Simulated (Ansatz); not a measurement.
**Does relaxation matter for the field gradients of Ge3N4?**

Start: a computed structure from the Materials Project (it need not be an observed phase), atoms as given.

```xyz
14
Lattice="8.0509 0.0000 0.0000 -4.0255 6.9723 0.0000 0.0000 0.0000 3.0835" Properties=species:S:1:pos:R:3 pbc="T T T"
Ge    5.7275    1.6419    2.3126
Ge    1.4418    5.7811    0.7709
Ge    0.2602    2.8331    0.7709
Ge    3.7653    4.1392    2.3126
Ge    2.5836    1.1912    2.3126
Ge   -1.7020    5.3304    0.7709
N     4.0255    2.3241    2.3126
N     0.0000    4.6482    0.7709
N     1.4755    6.7821    2.3126
N     2.9152    4.6689    0.7709
N     6.6112    2.1132    0.7709
N    -2.5858    4.8591    2.3126
N     2.5499    0.1902    0.7709
N     1.1102    2.3034    2.3126
```

Atoms are numbered from 1 in the order listed; like atoms form one site, named after its first atom.

The numbers come from a DFT calculation in Ansatz (PBE, plane waves and PAW, scalar-relativistic, 420 eV cutoff, Γ-centred 4×4×9 k-points, Fermi–Dirac smearing 0.02 eV).

The largest force at the start is 0.061 eV/Å. Relaxing the ions at fixed cell moves them by 0.019 Å at most (atom 4, Ge) and 0.017 Å rms.

```json
{"site": "Ge", "atom": "1", "moved (Å)": "0.019", "first shell before": "4 N at 1.83–1.85 Å", "first shell after": "4 N at 1.84–1.85 Å", "V_zz before (10²¹ V/m²)": "2.55", "η before": "0.51"}
{"site": "N7", "atom": "7", "moved (Å)": "0.000", "first shell before": "3 Ge at 1.83 Å", "first shell after": "3 Ge at 1.84 Å", "V_zz before (10²¹ V/m²)": "-8.01", "η before": "0.00"}
{"site": "N9", "atom": "9", "moved (Å)": "0.017", "first shell before": "3 Ge at 1.84–1.85 Å", "first shell after": "3 Ge at 1.84–1.85 Å", "V_zz before (10²¹ V/m²)": "-8.08", "η before": "0.06"}
```

Problem. What are V_zz and η after the relaxation?

Solution. 

| site | atom | V_zz after | η after | change of V_zz |
| --- | --- | --- | --- | --- |
| Ge | 1 | 2.66 | 0.45 | +0.11 |
| N7 | 7 | -7.98 | 0.00 | +0.03 |
| N9 | 9 | -8.06 | 0.07 | +0.02 |

The largest change of V_zz is on Ge, from 2.55 to 2.66. In per cent, |V_zz| changes by +4 on Ge, 0 on N (all sites that start above 0.5).

Before: At this cell the PBE pressure is 6 GPa, so with PBE the cell would grow if it were relaxed. The entry's cell may itself be off.
After: At this cell the PBE pressure is 5 GPa, so with PBE the cell would grow if it were relaxed. The entry's cell may itself be off.
